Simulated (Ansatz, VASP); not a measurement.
# Ga in VASP and in Ansatz

File POSCAR:

```
Ga
1.0
   -2.9634553842      2.9634553842      2.9634553842
    2.9634553842     -2.9634553842      2.9634553842
    2.9634553842      2.9634553842     -2.9634553842
Ga
6
Direct
    0.2500000000      0.6250000000      0.3750000000
    0.3750000000      0.2500000000      0.6250000000
    0.7500000000      0.8750000000      0.1250000000
    0.1250000000      0.7500000000      0.8750000000
    0.6250000000      0.3750000000      0.2500000000
    0.8750000000      0.1250000000      0.7500000000
```

File INCAR.step1:

```
SYSTEM = Ga
PREC     = Accurate       ! precision mode
ENCUT    = 520            ! plane-wave cutoff, eV
ISMEAR   = 0              ! smearing method
SIGMA    = 0.1            ! smearing width, eV
LREAL    = .False.        ! projectors in reciprocal space
LASPH    = .True.         ! aspherical terms in the spheres
NELM     = 100            ! most SCF steps
NBANDS   = 48             ! bands
GGA      = PE             ! functional
ALGO     = Normal         ! electronic algorithm
EDIFF    = 1E-4           ! SCF threshold, eV
LWAVE    = .True.         ! write WAVECAR
LCHARG   = .False.        ! write CHGCAR
```

Contents of INCAR.step2:

```
SYSTEM = Ga
PREC     = Accurate       ! precision mode
ENCUT    = 520            ! plane-wave cutoff, eV
EDIFF    = 1E-6           ! SCF threshold, eV
ISMEAR   = 0              ! smearing method
SIGMA    = 0.1            ! smearing width, eV
LREAL    = .False.        ! projectors in reciprocal space
LASPH    = .True.         ! aspherical terms in the spheres
NELM     = 100            ! most SCF steps
ALGO     = Normal         ! electronic algorithm
ISIF     = 2              ! what is computed and relaxed
LWAVE    = .False.        ! write WAVECAR
LCHARG   = .False.        ! write CHGCAR
METAGGA  = R2SCAN         ! meta-GGA
LMIXTAU  = .True.       
NBANDS   = 48             ! bands
ISTART   = 1
```

Contents of KPOINTS:

```
Automatic mesh
0
Gamma
  8 8 8
  0 0 0
```

Input for Ansatz:

```yaml
crystal:
  lattice:
    - [-2.9634553842, 2.9634553842, 2.9634553842]
    - [2.9634553842, -2.9634553842, 2.9634553842]
    - [2.9634553842, 2.9634553842, -2.9634553842]
  atoms:
    - { symbol: Ga, position: [0.25, 0.625, 0.375] }
    - { symbol: Ga, position: [0.375, 0.25, 0.625] }
    - { symbol: Ga, position: [0.75, 0.875, 0.125] }
    - { symbol: Ga, position: [0.125, 0.75, 0.875] }
    - { symbol: Ga, position: [0.625, 0.375, 0.25] }
    - { symbol: Ga, position: [0.875, 0.125, 0.75] }
basis:
  ecutwfc: 500
kpoints:
  mp_grid: { grid: [8, 8, 8] }
hamiltonian:
  xc: r2scan
scf:
  occupations: { method: gaussian, width: 0.1 }
output:
  forces: true
  stress: true
  eigenvalues: true
```

Alike in both runs: task single point; functional r2SCAN; k mesh 8 × 8 × 8; occupations gaussian, width 0.1 eV; no spin polarisation.

|  | VASP | Ansatz |
| --- | --- | --- |
| version | VASP 6.6.1 | Ansatz 0.2.0 |
| potentials or method | VASP PAW PBE potentials, release 64 (Ga_d) | scalar-relativistic, plane waves, PAW |
| plane-wave cutoff (eV) | 520 | 500 |
| valence electrons in the cell | 78 | 78 |

```tsv
	VASP	Ansatz	Ansatz less VASP
gap on the k mesh at the Fermi level (eV)	none	none	-
pressure (GPa)	2.0	2.0	-0.05
```

A gap of «none» marks a metal or a gap that the smearing closes. The functional is the same, so the differences come from potentials, cutoffs and numerics.

Caveats: the PAW data sets were made with another functional, which shifts forces and pressure a little (VASP).
